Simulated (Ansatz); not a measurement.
# TiSi (Cmmm)

The calculation used DFT r2SCAN, scalar-relativistic, plane waves, PAW in Ansatz.

Plane waves to 500 eV, a k mesh through Γ of 10×6×10 on the computed 8-atom cell and Gaussian smearing (0.10 eV); no spin polarisation.

The structure is relaxed at this level of theory with its symmetry kept. Whether it is the stable form of this composition wasn't checked.

The structure is orthorhombic, space group Cmmm (No. 65). Conventional cell: a = 3.626 Å, b = 4.168 Å, c = 3.808 Å, α = 90.00°, β = 90.00°, γ = 90.00°. Ti (site symmetry mmm) is surrounded by 8 Si at 2.63 to 2.82 Å and 4 Ti at 2.76 Å. Around Si (site symmetry mmm) lie 8 Ti at 2.63 to 2.82 Å and 4 Si at 2.76 Å.

- Volume per atom: 14.39 Å³
- Formation energy from the elements' standard states (uncorrected): -0.537 eV/atom
- Generalised Kohn–Sham band gap: none (metal)
- Density of states at the Fermi level: 4.21 states/eV per cell
- Löwdin character within 0.5 eV of the Fermi level: Ti 3d 75 %, Si 3p 12 %, unprojected 6 %
- Bader charges (e): Ti (4 in the cell) 1.04, Si (4 in the cell) -1.04

Cost: 1 run of about 5.4 core-minutes, on Arm Neoverse V2 (shared hosts).